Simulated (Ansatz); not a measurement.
This script for Ansatz 0.2.0 through its Python package starts 4 runs on CdS, space group Pmmn. What input does the engine get in each?

`kconv.py`:
```python
"""Convergence of CdS with the k-point mesh."""

import warnings

import ansatz as az


def main() -> None:
    warnings.simplefilter("ignore", az.DeckWarning)

    lattice = az.Lattice.of(
        (3.898436, 0.0, 0.0),
        (0.0, 5.511492, 0.0),
        (0.0, 0.0, 3.898104),
    )
    sites = [
        ("Cd", (0.5, 0.5, 0.243026)),
        ("Cd", (0.0, 0.0, 0.756974)),
        ("S", (0.5, 0.0, 0.255163)),
        ("S", (0.0, 0.5, 0.744837)),
    ]
    structure = az.Crystal(lattice=lattice)
    for symbol, position in sites:
        structure = structure.atom(symbol, position)

    job = (
        structure.calculation()
        .occupations("Fixed")  # no smearing
        .functional("r2scan")
    )

    rows = []
    for value in [1.0, 0.6, 0.4, 0.3]:
        r = job.kpoints(spacing=value).run(threads=1).report
        rows.append((value, r["free_energy_ev"] / len(r["lattice"]["sites"]), r["n_iterations"], r["n_kpoints"]))

    print("spacing (1/A)   F/atom (eV)    iterations      k-points")
    for row in rows:
        print(f"{str(row[0]):>12s}  {row[1]:12.5f}  {row[2]:12d}  {row[3]:12d}")

    # the last row is the reference
    for row in rows[:-1]:
        shift = 1000 * (row[1] - rows[-1][1])
        print(f"{row[0]}: {shift:+.2f} meV/atom" + ("  (within 5 meV)" if abs(shift) < 5 else ""))


if __name__ == "__main__":
    main()
```

Run 1:
```yaml
crystal:
  lattice:
    - [3.898436, 0.0, 0.0]
    - [0.0, 5.511492, 0.0]
    - [0.0, 0.0, 3.898104]
  atoms:
    - { symbol: Cd, position: [0.5, 0.5, 0.243026] }
    - { symbol: Cd, position: [0.0, 0.0, 0.756974] }
    - { symbol: S, position: [0.5, 0.0, 0.255163] }
    - { symbol: S, position: [0.0, 0.5, 0.744837] }
kpoints:
  mp_grid:
    kspacing: 1.0
hamiltonian:
  xc: r2scan
scf:
  occupations:
    method: fixed
```

Run 2, against run 1:
```diff
-    kspacing: 1.0
+    kspacing: 0.6
```

Run 3, against run 1:
```diff
-    kspacing: 1.0
+    kspacing: 0.4
```

Run 4, against run 1:
```diff
-    kspacing: 1.0
+    kspacing: 0.3
```

`python kconv.py` gives:
```text
spacing (1/A)   F/atom (eV)    iterations      k-points
         1.0   -4587.43376             6             8
         0.6   -4587.68200             6             8
         0.4   -4587.71893             6            18
         0.3   -4587.72110             6            48
1.0: +287.34 meV/atom
0.6: +39.10 meV/atom
0.4: +2.17 meV/atom  (within 5 meV)
```

From a spacing of 0.4 (5×3×5) on it stays within 5 meV an atom of the value at a spacing of 0.3 (6×4×6); the first row (a spacing of 1.0 (2×2×2)) is off by 287.3 meV and the last but one by 2.17 meV. That rests on few rows after larger swings, so the series isn't shown to be converged. The last run costs about 2.8 times the first.

Caveats:
- This cell is a computed structure, which may not be the phase found in nature.
- Shifts are counted from the finest mesh, which is itself no proven limit.
- Finished in 15 s on 1 thread of Intel(R) Xeon(R) Processor @ 2.30GHz (shared host), peak memory 0.71 GiB.
